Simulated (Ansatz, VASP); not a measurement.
# Two plane-wave programs on C

INCAR

```
  PREC = Accurate
  ENCUT = 520
  EDIFF = 1E-7
  ISMEAR = 1
  SIGMA = 0.1
  LREAL = False
  LASPH = True
  NELM = 100
  ALGO = Normal
  ISIF = 2
  LWAVE = False
  LCHARG = False
  NBANDS = 11
```

KPOINTS

```
Automatic mesh
0
Gamma
  14 14 8
```

POSCAR

```
C
1.0
    2.1644862389     -1.2497414829      0.0000000000
    2.1644862389      1.2497414829      0.0000000000
   -1.4031630416      0.0000000000      3.5640272270
C
2
Direct
    0.8333555300      0.8333555300      0.0000930400
    0.1666444700      0.1666444700      0.9999069600
```

Input for Ansatz:

```yaml
crystal:
  lattice:
    - [2.1644862388905137, -1.2497414829132445, 0.0]
    - [2.1644862388905137, 1.2497414829132445, 0.0]
    - [-1.4031630415857932, 0.0, 3.5640272269725832]
  atoms:
    - { symbol: C, position: [0.83335553, 0.83335553, 9.304e-05] }
    - { symbol: C, position: [0.16664447, 0.16664447, 0.99990696] }
basis:
  ecutwfc: 550.0
kpoints:
  mp_grid:
    grid: [14, 14, 8]
hamiltonian:
  xc: lda
  pseudopotentials:
    kind: paw
scf:
  occupations:
    method: cold
    width: 0.1
output:
  stress: true
```

This is a stacking variant of graphite.

Alike in both runs: task single point; functional LDA; k mesh 14 × 14 × 8; no spin polarisation.

```csv
,VASP,Ansatz
version,VASP 6.6.1,Ansatz 0.2.0
potentials or method,"VASP PAW LDA potentials, release 64 (C)","plane waves, PAW"
plane-wave cutoff (eV),520,550
occupations,"methfessel-paxton of order 1, width 0.1 eV","cold, width 0.1 eV"
valence electrons in the cell,8,8
```

|  | VASP | Ansatz | Ansatz less VASP |
| --- | --- | --- | --- |
| pressure (GPa) | -15.9 | -16.6 | -0.70 |
| largest component of the traceless stress (GPa) | 14.67 | 15.49 | +0.817 |

Caveats: so large a pressure means that the cell lies far from this level's equilibrium, or that cutoff or potentials fall short (VASP).
